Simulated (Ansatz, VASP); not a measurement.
Ti in VASP and in Ansatz

```xyz
1
Lattice="0.0000 2.0516 1.8992 2.0516 0.0000 1.8992 2.0516 2.0516 0.0000" Properties=species:S:1:pos:R:3 pbc="T T T"
Ti    0.0000    0.0000    0.0000
```

Alike in both runs: task single point; functional PBE; k mesh 20 × 20 × 20; occupations gaussian, width 0.15 eV; no spin polarisation.

|  | VASP | Ansatz |
| --- | --- | --- |
| version | VASP 6.6.1 | Ansatz 0.2.0 |
| potentials or method | VASP PAW PBE potentials, release 64 (Ti_sv) | scalar-relativistic, plane waves, PAW |
| plane-wave cutoff (eV) | 520 | 520 |
| valence electrons in the cell | 12 | 12 |

```tsv
	VASP	Ansatz	Ansatz less VASP
gap on the k mesh at the Fermi level (eV)	none	none	-
pressure (GPa)	10.0	10.3	+0.38
largest component of the traceless stress (GPa)	1.66	1.63	-0.028
```

A gap of «none» marks a metal or a gap that the smearing closes. The functional is the same, so the differences come from potentials, cutoffs and numerics.
